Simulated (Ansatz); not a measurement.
Compressing ZrO$_{2}$: a fit and a missing row

ZrO$_{2}$, P4_2/nmc, a = 3.621 Å, c = 5.282 Å. This isn't the usual stable structure of the compound. Ansatz: PBE, PAW, 420 eV, Γ-centred 6×6×6 mesh on 6 atoms, Gaussian smearing 0.02 eV; no spin polarisation. Shape and atoms are relaxed at each volume; pressure is positive in compression.

```
V (Å³/atom) P (GPa)
     10.159        ?
     10.505    19.49
     10.851    11.66
     11.198     5.25
     11.544     0.01
     11.890    -4.18
     12.237    -7.48
     12.698   -10.62
```

Problem. Take V0 = 11.544 Å³/atom, count pressures from its P0 = 0.01 GPa, fit the third-order Birch–Murnaghan form to the other rows, and predict the missing pressure.

Solution. With the Eulerian strain f = ½[(V0/V)^(2/3) − 1] and y = (P − P0)/[3f(1 + 2f)^(5/2)], the form is the line y = B0 + 1.5 B0 (B0′ − 4) f. Rows (f, y): 0.03245, 171.0; 0.02107, 166.2; 0.01025, 162.0; -0.00975, 150.5; -0.01906, 144.4; -0.03077, 135.0. Means f = 0.0006983, y = 154.85; Σ(Δf)² = 0.003004, ΣΔfΔy = 1.689; the slope is their ratio. y = 154.5 + 562.2 f GPa, so B0 = 154.5 GPa and B0′ = 4 + 2 × (562.2)/(3 × 154.5) = 6.43. At V = 10.159, f = 0.04447, y = 179.50 and P = 29.64 GPa. The run gave 28.97 GPa, so the fit is 0.67 GPa too high, 1.7 % of the span of the series, against an rms of 0.11 GPa on the fitted rows. The row lies outside the fitted range. The points of y bend away from a line: a fourth-order term fitted to them gives P = 28.72 GPa at this row's volume (the line 29.64, the run 28.97).